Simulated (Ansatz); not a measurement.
Entries from a set of simulations; values are calculated unless marked as measured.

## BAs (honeycomb bilayer): band gap by G0W0 on HSE06

The cell holds 4 atoms: 2 B and 2 As. Cell: a = 3.372 Å, b = 3.372 Å, c = 30.500 Å, α = 90.0°, β = 90.0°, γ = 120.0°. Regions: layer 1 (BAs-hc), 2 atoms (1 B and 1 As); layer 2 (BAs-hc), 2 atoms (1 B and 1 As). Vacuum lies along c.

```xyz
4
Lattice="3.3724 0.0000 0.0000 -1.6862 2.9206 0.0000 0.0000 0.0000 30.5000" Properties=species:S:1:pos:R:3
B     0.0000    1.9471   13.4260
As    1.6862    0.9735   13.4280
B     0.0000    1.9471   17.0740
As    0.0000    0.0000   17.0720
```

```yaml
method: G0W0 on HSE06, plane waves, PAW; PAW set soft_1 (and 1 further level or step)
program: Ansatz 0.2.0
settings_of_one_run: cutoff 420 eV, 6×6×1 k-mesh, PAW set soft 1, empty bands 205, screening cutoff 45 eV, screening contour deformation, QP bands (v2, c2), shift 2, turned 1
cost: 2 runs, 4.6 min in all on 4 threads of Arm Neoverse V1, shared host (the runs of this entry)
notes: In doubt: masses and optical values from hybrid runs of this build are listed as unsure (in some of the runs), which bears on the screening that GW takes from such a start. Values taken over the cell’s volume include its vacuum. The structure was relaxed with PBE-D3(BJ). Limits: coarse mesh for a sheet; no spin-orbit coupling. For the G0W0 step: the program marks 3 of the 20 corrected levels as in doubt (Σc rises, Z under floor, Z outside unit interval, energies apart), neither edge state among them.
hse06_gap_over_mesh_and_listed_points: 0.635 eV, direct, at k = (0.333, 0.333, 0.000)
g0w0_hse06_gap_over_5_of_7_irreducible_mesh_points: 0.644 eV, direct, at k = (0.333, 0.333, 0.000)
gw_settings: 6×6×1 mesh, 205 empty bands, screening to 45 eV, PAW set soft_1 files
known_limits: finite bands, screening cutoff and k mesh; no spin-orbit coupling in G0W0
```

Over 5 of 7 irreducible mesh points the G0W0 gap is 0.644 eV, direct, at k = (0.333, 0.333, 0.000). The HSE06 gap of this run on the mesh is 0.635 eV. The two states that bound the G0W0 gap lie that far apart at the start, so the correction of the gap is 0.644 − 0.635 = +0.009 eV. The valence state moves by −5.142 − (−5.311) = +0.169 eV and the conduction state by −4.498 − (−4.677) = +0.179 eV, on the run's own scale; how far single levels stand from their limit in bands is not shown.

[Paths, hosts, dates, memory and timing lines, banners, echoed tables and standing remarks are left out of the program output.]

[Logs are printed without paths, hosts, clocks, repeated set-up lines and the standing remarks that a program may print on its own settings, such as how far it seeks lower states.]

[Runs of the session that timed out or met a known fault of the program may be left out.]

[Cells called generated may have been cut or substituted from an entry of the Crystallography Open Database or the Materials Project.]

[Hosts, paths, dates, database ids (printed as entryN), source tags and the programs' standing remarks are cut or masked in the printed files.]
